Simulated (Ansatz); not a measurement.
# Levels of theory for KCl (rocksalt)

All numbers come from Ansatz 0.2.0. The values are computed, spin-unpolarised, and not measurements.

Rocksalt KCl, relaxed with r2SCAN. Around K lie 6 Cl at 3.14 Å; around Cl lie 6 K at 3.14 Å.

Space group Fm-3m (No. 225). a = 6.290 Å, b = 6.290 Å, c = 6.290 Å, α = 90.00°, β = 90.00°, γ = 90.00°
```tsv
atom	site	symmetry	x	y	z
K	4a	m-3m	0.0000	0.0000	0.0000
Cl	4b	m-3m	0.5000	0.0000	0.0000
```

Relaxed lattice by functional, symmetry kept:
```json
{"functional": "PBE", "k mesh": "6×6×6", "a (Å)": "6.378", "volume (Å³/atom)": "32.44"}
{"functional": "r2SCAN", "k mesh": "6×6×6", "a (Å)": "6.290", "volume (Å³/atom)": "31.10"}
```

Gaps on the r2SCAN cell, each the least over its mesh and the special points:
```csv
level,k mesh,gap (eV),kind,edges,least direct gap (eV),rough cost
PBE,8×8×8,5.19,direct,Γ,5.19,2.2 core-seconds
r2SCAN,8×8×8,5.83,direct,Γ,5.83,5 core-seconds
HSE06,6×6×6,6.51,direct,Γ,6.51,70 core-seconds
PBE0,6×6×6,7.24,direct,Γ,7.24,70 core-seconds
"G0W0@PBE (185 empty bands, 120 eV, 4×4×4)",4×4×4,7.88,–,Γ (mesh),–,28 core-seconds
```
PBE: smearing of 0.02 eV; the others have fixed occupations.
Wave cutoffs: 420 eV, 500 eV (r2SCAN).
The G0W0 gap is PBE's gap over the path plus the quasiparticle shift read on the mesh. G0W0 values are finite-basis, finite-mesh values.
Costs come from shared machines and give only the order; PBE's includes the band path. The runs had 2 threads of Arm Neoverse V2, with other jobs on the host.

The HSE06 gap is direct at Γ: 6.51 eV.

r2SCAN covers 49 % of the step from PBE to HSE06, while HSE06 needs about 14 times r2SCAN's cost (on a coarser mesh). All these functionals give a gap of the same kind, direct.

r2SCAN (ground state on 6×6×6): The clamped-ion dielectric constant comes out as 2.25 in all directions. Born charges, averaged over directions: K +1.11, Cl -1.11 e.

The meshes of the hybrids are coarse, so their gaps aren't converged to the digits shown.
